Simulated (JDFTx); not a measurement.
# BN (F-43m) in JDFTx: further runs

Runs on BN. Level: LDA. Tasks: equation of state.

Everything below comes from runs of JDFTx 1.7.0 (patched build). Logs are shortened: lines on timing, memory, paths and dates and some standing lists are left out, and cuts for length are marked. The log counts tension as positive stress, the text compression.

**Experimental background.**

From “Effect of nanostructuration on compressibility of cubic BN”, 2012, arxiv:1208.3664, for a bulk crystal of BN at 300 K: bulk modulus 395 ± 2 GPa.

The runs below are set against these values where they give the same quantity.

### Step 1. The crystal as given

Symmetry: F-43m, No. 216, cubic system. Conventional cell: a = 3.626 Å, b = 3.626 Å, c = 3.626 Å, α = 90.00°, β = 90.00°, γ = 90.00°. Around N (site symmetry -43m) lie 4 B at 1.57 Å. Around B (site symmetry -43m) lie 4 N at 1.57 Å.

The cell is a database's computed one.

### Step 2. Equation of state, LDA, 5.60 Å³/atom (volume scaled by 0.94)

Input file BN.in:

```
lattice \
    0.0000000000     3.3561358239     3.3561358239 \
    3.3561358239     0.0000000000     3.3561358239 \
    3.3561358239     3.3561358239     0.0000000000
coords-type Cartesian
ion N      1.6780679119     1.6780679119     1.6780679119 1
ion B      0.0000000000     0.0000000000     0.0000000000 1

ion-species pseudo/N.upf
ion-species pseudo/B.upf
elec-cutoff 42 336
elec-ex-corr lda-PW
kpoint-folding 13 13 13
elec-smearing Fermi 0.0018374661
elec-n-bands 9
electronic-SCF nIterations 100 energyDiffThreshold 1e-09
electronic-minimize nIterations 30 energyDiffThreshold 1e-7
forces-output-coords Cartesian

dump-name run.$VAR
dump End Ecomponents EigStats BandEigs Kpoints Forces Stress
```

Potentials or basis: PseudoDojo-SR-LDA-0.4.1-standard with smoothed tails.

Started as:

```bash
> jdftx -c 1 -i BN.in -o BN.out
```

The log of the run:

```text
*************** JDFTx 1.7.0 (patched build) ***************

Input parsed successfully to the following command list (including defaults):
[... the input with its defaults ...]

---------- Setting up symmetries ----------

Found 48 point-group symmetries of the bravais lattice
Found 24 space-group symmetries with basis
Applied RMS atom displacement 4.33013e-11 bohrs to make symmetries exact.

---------- Initializing the Grid ----------
R =
[            0      3.35614      3.35614  ]
[      3.35614            0      3.35614  ]
[      3.35614      3.35614            0  ]
unit cell volume = 75.6047
G =
[  -0.936074   0.936074   0.936074  ]
[   0.936074  -0.936074   0.936074  ]
[   0.936074   0.936074  -0.936074  ]
Minimum fftbox size, Smin = [  40  40  40  ]
Chosen fftbox size, S = [  40  40  40  ]

---------- Initializing tighter grid for wavefunction operations ----------
R =
[            0      3.35614      3.35614  ]
[      3.35614            0      3.35614  ]
[      3.35614      3.35614            0  ]
unit cell volume = 75.6047
G =
[  -0.936074   0.936074   0.936074  ]
[   0.936074  -0.936074   0.936074  ]
[   0.936074   0.936074  -0.936074  ]
Minimum fftbox size, Smin = [  28  28  28  ]
Chosen fftbox size, S = [  28  28  28  ]

---------- Exchange Correlation functional ----------
Initalized Slater LDA exchange.
Initalized Perdew-Wang LDA correlation.

---------- Setting up pseudopotentials ----------
Width of ionic core gaussian charges (only for fluid interactions / plotting) set to 0

Reading pseudopotential file 'pseudo/N.upf':
  'N' pseudopotential, 'SLA  PW   NOGX NOGC' functional
  Generated using ONCVPSP code by D. R. Hamann
  5 valence electrons, 2 orbitals, 4 projectors, 1001 radial grid points, with lMax = 1
    2S    l: 0   occupation:  2.0   eigenvalue: -0.676963
    2P    l: 1   occupation:  3.0   eigenvalue: -0.266038
  Core radius for overlap checks: 1.31 bohrs.

Reading pseudopotential file 'pseudo/B.upf':
  'B' pseudopotential, 'SLA  PW   NOGX NOGC' functional
  Generated using ONCVPSP code by D. R. Hamann
  3 valence electrons, 2 orbitals, 4 projectors, 1001 radial grid points, with lMax = 1
    2S    l: 0   occupation:  2.0   eigenvalue: -0.344843
    2P    l: 1   occupation:  1.0   eigenvalue: -0.136532
  Core radius for overlap checks: 1.18 bohrs.

Initialized 2 species with 2 total atoms.

Folded 1 k-points by 13x13x13 to 2197 k-points.

---------- Setting up k-points, bands, fillings ----------
Adding inversion symmetry to k-mesh for non-inversion-symmetric unit cell.
Reduced to 84 k-points under symmetry.
Computing the number of bands and number of electrons
Calculating initial fillings.
nElectrons:   8.000000   nBands: 9   nStates: 84

----- Setting up reduced wavefunction bases (one per k-point) -----
average nbasis = 982.718 , ideal nbasis = 982.916

---------- Setting up ewald sum ----------
Optimum gaussian width for ewald sums = 1.524299 bohr.
Real space sum over 1331 unit cells with max indices [  5  5  5  ]
Reciprocal space sum over 2197 terms with max indices [  6  6  6  ]

---------- Allocating electronic variables ----------
Initializing wave functions:  linear combination of atomic orbitals
Note: number of bands (9) exceeds available atomic orbitals (8)
N pseudo-atom occupations:   s ( 2 )  p ( 3 )
B pseudo-atom occupations:   s ( 2 )  p ( 1 )
	FillingsUpdate:  mu: +0.653601755  nElectrons: 8.000000
LCAOMinimize: Iter:   0  F: -12.8909550383229821  |grad|_K:  4.642e-03  alpha:  1.000e+00
	FillingsUpdate:  mu: +0.641618479  nElectrons: 8.000000
LCAOMinimize: Iter:   1  F: -12.9227636970588833  |grad|_K:  2.817e-04  alpha:  4.113e-01  linmin: -4.268e-01  cgtest:  5.839e-01
LCAOMinimize: Encountered beta<0, resetting CG.
[... 6 lines of inner loops ...]
LCAOMinimize: Iter:   4  F: -12.9229883147457691  |grad|_K:  7.788e-07  alpha:  5.625e-01  linmin:  4.209e-05  cgtest: -7.077e-05
	FillingsUpdate:  mu: +0.640762464  nElectrons: 8.000000
LCAOMinimize: Iter:   5  F: -12.9229883161932797  |grad|_K:  1.724e-08  alpha:  7.016e-01  linmin:  7.986e-04  cgtest: -5.978e-04
LCAOMinimize: Converged (|Delta F|<1.000000e-06 for 2 iters).

-------- Electronic minimization -----------
Will mix electronic density at each iteration.
	FillingsUpdate:  mu: +0.640762464  nElectrons: 8.000000
	FillingsUpdate:  mu: +0.550161843  nElectrons: 8.000000
SCF: Cycle:  0   F: -12.971287793486930   dF: -4.830e-02   |Residual|: 4.950e-02   |deigs|: 2.354e-01
	FillingsUpdate:  mu: +0.551180741  nElectrons: 8.000000
SCF: Cycle:  1   F: -12.971636549738927   dF: -3.488e-04   |Residual|: 2.478e-02   |deigs|: 1.137e-02
	FillingsUpdate:  mu: +0.552509825  nElectrons: 8.000000
SCF: Cycle:  2   F: -12.971704907166826   dF: -6.836e-05   |Residual|: 1.780e-03   |deigs|: 3.926e-03
	FillingsUpdate:  mu: +0.552579997  nElectrons: 8.000000
SCF: Cycle:  3   F: -12.971705287556047   dF: -3.804e-07   |Residual|: 8.799e-04   |deigs|: 3.527e-04
	FillingsUpdate:  mu: +0.552618672  nElectrons: 8.000000
SCF: Cycle:  4   F: -12.971705350798326   dF: -6.324e-08   |Residual|: 6.252e-05   |deigs|: 1.911e-04
	FillingsUpdate:  mu: +0.552619160  nElectrons: 8.000000
SCF: Cycle:  5   F: -12.971705359419788   dF: -8.621e-09   |Residual|: 2.575e-05   |deigs|: 8.372e-05
	FillingsUpdate:  mu: +0.552620728  nElectrons: 8.000000
SCF: Cycle:  6   F: -12.971705361659820   dF: -2.240e-09   |Residual|: 8.155e-06   |deigs|: 6.606e-05
	FillingsUpdate:  mu: +0.552621298  nElectrons: 8.000000
SCF: Cycle:  7   F: -12.971705362205508   dF: -5.457e-10   |Residual|: 9.125e-07   |deigs|: 4.412e-05
	FillingsUpdate:  mu: +0.552621262  nElectrons: 8.000000
SCF: Cycle:  8   F: -12.971705362343661   dF: -1.382e-10   |Residual|: 5.998e-07   |deigs|: 2.008e-05
SCF: Converged (|Delta E|<1.000000e-09 for 2 iters).

Setting wave functions to eigenvectors of Hamiltonian

# Stress tensor in Cartesian coordinates [Eh/a0^3]:
[ -0.000354224            0            0  ]
[            0 -0.000354224            0  ]
[            0            0 -0.000354224  ]

# Ionic positions in cartesian coordinates:
ion N   1.678067911925000   1.678067911925000   1.678067911925000 1
ion B  -0.000000000025000  -0.000000000025000  -0.000000000025000 1

# Forces in Cartesian coordinates:
force N   0.000000000000000  -0.000000000000000   0.000000000000000 1
force B   0.000000000000000   0.000000000000000   0.000000000000000 1

# Energy components:
   Eewald =      -13.4040604330791133
       EH =        1.7242387611444261
     Eloc =       -5.7584461625895438
      Enl =       -1.1987742799155336
      Exc =       -4.3920744447393067
 Exc_core =        0.4538337336411778
       KE =        9.6035774631942346
-------------------------------------
     Etot =      -12.9717053623436591
       TS =        0.0000000000000013
-------------------------------------
        F =      -12.9717053623436609

IonicMinimize: Iter:   0  F: -12.971705362343661  |grad|_K:  1.276e-35
IonicMinimize: Converged (|grad|_K<1.000000e-04).

#--- Lowdin population analysis ---
# oxidation-state N -0.316
# oxidation-state B +0.341

Dumping 'run.eigStats' ...
	eMin: -0.327071 at state 0 ( [ +0.000000 +0.000000 +0.000000 ] spin 0 )
	HOMO: +0.432546 at state 0 ( [ +0.000000 +0.000000 +0.000000 ] spin 0 )
	mu  : +0.552621
	LUMO: +0.600465 at state 47 ( [ +0.000000 +0.461538 +0.461538 ] spin 0 )
	eMax: +1.368993 at state 0 ( [ +0.000000 +0.000000 +0.000000 ] spin 0 )
	HOMO-LUMO gap: +0.167920
	Optical gap  : +0.330797 at state 0 ( [ +0.000000 +0.000000 +0.000000 ] spin 0 )
Done!
[note: mu as printed may lie anywhere between the filled and the empty levels]
```

It took 22 s on 1 thread of Arm Neoverse V2, shared host; peak memory 0.06 GiB.

Results:

```yaml
Free_energy: -352.9781 eV
Pressure: 10.4 GPa
Band_gap_on_the_k_mesh: 4.57 eV, indirect (least direct gap 9.00 eV)
Loewdin_charges: N -0.32; B +0.34 e
```

Caveat: an odd mesh through Γ misses points on the zone boundary, where band edges often lie.

### Step 3. Equation of state, LDA, 5.72 Å³/atom (volume scaled by 0.96)

Input file BN.in:

```
lattice \
    0.0000000000     3.3797713619     3.3797713619 \
    3.3797713619     0.0000000000     3.3797713619 \
    3.3797713619     3.3797713619     0.0000000000
coords-type Cartesian
ion N      1.6898856810     1.6898856810     1.6898856810 1
ion B      0.0000000000     0.0000000000     0.0000000000 1

ion-species pseudo/N.upf
ion-species pseudo/B.upf
elec-cutoff 42 336
elec-ex-corr lda-PW
kpoint-folding 13 13 13
elec-smearing Fermi 0.0018374661
elec-n-bands 9
electronic-SCF nIterations 100 energyDiffThreshold 1e-09
electronic-minimize nIterations 30 energyDiffThreshold 1e-7
forces-output-coords Cartesian

dump-name run.$VAR
dump End Ecomponents EigStats BandEigs Kpoints Forces Stress ElecDensity Dtot KEdensity
```

Potentials or basis: PseudoDojo-SR-LDA-0.4.1-standard with smoothed tails.

Started as:

```bash
> jdftx -c 1 -i BN.in -o BN.out
```

It took 22 s on 1 thread of Arm Neoverse V2, shared host; peak memory 0.07 GiB.

The run converged. Its results:

* Free energy: -352.9869 eV
* Pressure: 1.5 GPa
* Band gap on the k mesh: 4.54 eV, indirect (least direct gap 8.90 eV)
* Loewdin charges: N -0.32; B +0.34 e

Caveat: an odd mesh through Γ misses points on the zone boundary, where band edges often lie.

### Step 4. Equation of state, LDA, 5.84 Å³/atom (volume scaled by 0.98)

BN.in, as its differences from that of step 3:

```diff
@@ -1,7 +1,7 @@
 lattice \
-    0.0000000000     3.3797713619     3.3797713619 \
-    3.3797713619     0.0000000000     3.3797713619 \
-    3.3797713619     3.3797713619     0.0000000000
+    0.0000000000     3.4030808665     3.4030808665 \
+    3.4030808665     0.0000000000     3.4030808665 \
+    3.4030808665     3.4030808665     0.0000000000
 coords-type Cartesian
-ion N      1.6898856810     1.6898856810     1.6898856810 1
+ion N      1.7015404332     1.7015404332     1.7015404332 1
 ion B      0.0000000000     0.0000000000     0.0000000000 1
```

Started as:

```bash
> jdftx -c 1 -i BN.in -o BN.out
```

It took 22 s on 1 thread of Arm Neoverse V2, shared host; peak memory 0.07 GiB.

Results (log left out):

| Property | Result |
| --- | --- |
| Free energy | -352.9831 eV |
| Pressure | -6.5 GPa |
| Band gap on the k mesh | 4.51 eV, indirect (least direct gap 8.80 eV) |
| Loewdin charges | N -0.32; B +0.34 e |

Caveat: an odd mesh through Γ misses points on the zone boundary, where band edges often lie.

### Step 5. Equation of state, LDA, 5.96 Å³/atom

BN.in, as its differences from that of step 4:

```diff
@@ -1,7 +1,7 @@
 lattice \
-    0.0000000000     3.4030808665     3.4030808665 \
-    3.4030808665     0.0000000000     3.4030808665 \
-    3.4030808665     3.4030808665     0.0000000000
+    0.0000000000     3.4260753537     3.4260753537 \
+    3.4260753537     0.0000000000     3.4260753537 \
+    3.4260753537     3.4260753537     0.0000000000
 coords-type Cartesian
-ion N      1.7015404332     1.7015404332     1.7015404332 1
+ion N      1.7130376768     1.7130376768     1.7130376768 1
 ion B      0.0000000000     0.0000000000     0.0000000000 1
```

Started as:

```bash
> jdftx -c 1 -i BN.in -o BN.out
```

It took 22 s on 1 thread of Arm Neoverse V2, shared host; peak memory 0.07 GiB.

The run converged. Its results:

| Property | Result |
| --- | --- |
| Free energy | -352.9679 eV |
| Pressure | -13.9 GPa |
| Band gap on the k mesh | 4.48 eV, indirect (least direct gap 8.70 eV) |
| Loewdin charges | N -0.32; B +0.34 e |

Caveat: an odd mesh through Γ misses points on the zone boundary, where band edges often lie.

### Step 6. Equation of state, LDA, 6.08 Å³/atom (volume scaled by 1.02)

BN.in, as its differences from that of step 5:

```diff
@@ -1,7 +1,7 @@
 lattice \
-    0.0000000000     3.4260753537     3.4260753537 \
-    3.4260753537     0.0000000000     3.4260753537 \
-    3.4260753537     3.4260753537     0.0000000000
+    0.0000000000     3.4487652558     3.4487652558 \
+    3.4487652558     0.0000000000     3.4487652558 \
+    3.4487652558     3.4487652558     0.0000000000
 coords-type Cartesian
-ion N      1.7130376768     1.7130376768     1.7130376768 1
+ion N      1.7243826279     1.7243826279     1.7243826279 1
 ion B      0.0000000000     0.0000000000     0.0000000000 1
```

Potentials or basis: PseudoDojo-SR-LDA-0.4.1-standard with smoothed tails.

Started as:

```bash
> jdftx -c 1 -i BN.in -o BN.out
```

Run time: 24 s. Hardware: 1 thread of Arm Neoverse V2, shared host; peak memory 0.07 GiB.

It converged, with:

| Property | Result |
| --- | --- |
| Free energy | -352.9423 eV |
| Pressure | -20.5 GPa |
| Band gap on the k mesh | 4.45 eV, indirect (least direct gap 8.61 eV) |
| Loewdin charges | N -0.32; B +0.34 e |

Caveat: an odd mesh through Γ misses points on the zone boundary, where band edges often lie.

### Step 7. Equation of state, LDA, 6.20 Å³/atom (volume scaled by 1.04)

BN.in, as its differences from that of step 6:

```diff
@@ -1,7 +1,7 @@
 lattice \
-    0.0000000000     3.4487652558     3.4487652558 \
-    3.4487652558     0.0000000000     3.4487652558 \
-    3.4487652558     3.4487652558     0.0000000000
+    0.0000000000     3.4711604628     3.4711604628 \
+    3.4711604628     0.0000000000     3.4711604628 \
+    3.4711604628     3.4711604628     0.0000000000
 coords-type Cartesian
-ion N      1.7243826279     1.7243826279     1.7243826279 1
+ion N      1.7355802314     1.7355802314     1.7355802314 1
 ion B      0.0000000000     0.0000000000     0.0000000000 1
```

Started as:

```bash
> jdftx -c 1 -i BN.in -o BN.out
```

Run time: 25 s. Hardware: 1 thread of Arm Neoverse V2, shared host; peak memory 0.08 GiB.

The run converged. Its results:

```yaml
Free_energy: -352.9073 eV
Pressure: -26.6 GPa
Band_gap_on_the_k_mesh: 4.42 eV, indirect (least direct gap 8.51 eV)
Loewdin_charges: N -0.32; B +0.34 e
```

Caveat: an odd mesh through Γ misses points on the zone boundary, where band edges often lie.

### Step 8. Equation of state, LDA, 6.32 Å³/atom (volume scaled by 1.06)

BN.in, as its differences from that of step 7:

```diff
@@ -1,7 +1,7 @@
 lattice \
-    0.0000000000     3.4711604628     3.4711604628 \
-    3.4711604628     0.0000000000     3.4711604628 \
-    3.4711604628     3.4711604628     0.0000000000
+    0.0000000000     3.4932703613     3.4932703613 \
+    3.4932703613     0.0000000000     3.4932703613 \
+    3.4932703613     3.4932703613     0.0000000000
 coords-type Cartesian
-ion N      1.7355802314     1.7355802314     1.7355802314 1
+ion N      1.7466351806     1.7466351806     1.7466351806 1
 ion B      0.0000000000     0.0000000000     0.0000000000 1
```

Started as:

```bash
> jdftx -c 1 -i BN.in -o BN.out
```

Wall time 25 s (1 thread of Arm Neoverse V2, shared host); peak memory 0.08 GiB.

Results (log left out):

| Property | Result |
| --- | --- |
| Free energy | -352.8636 eV |
| Pressure | -32.1 GPa |
| Band gap on the k mesh | 4.39 eV, indirect (least direct gap 8.42 eV) |
| Loewdin charges | N -0.32; B +0.35 e |

Caveat: the cell as given lies far from equilibrium; an odd mesh through Γ misses points on the zone boundary, where band edges often lie.

### Step 9. Equation of state, LDA

Potentials or basis: PseudoDojo-SR-LDA-0.4.1-standard with smoothed tails.

No new run: the results of the series are fitted here.

Results:

| Property | Result |
| --- | --- |
| Equilibrium volume | 5.74 Å³/atom |
| Bulk modulus | 400 GPa |
| Pressure derivative of the bulk modulus | 3.6 |

Energy against volume, from the lowest point:
```
volume (Å³/atom)  energy (meV/atom)
           5.602               4.41
           5.721               0.00
           5.840               1.88
           5.959               9.49
           6.078              22.29
           6.198              39.82
           6.317              61.64
```

### Step 10. Against experiment

Step 9. A measured bulk modulus of BN is 395 GPa (300 K; quoted in “Effect of nanostructuration on compressibility of cubic BN”, 2012, arxiv:1208.3664); the calculated 400 GPa misses it by +1.4 %. The fit is for a static lattice scaled at fixed shape and fixed fractional positions.
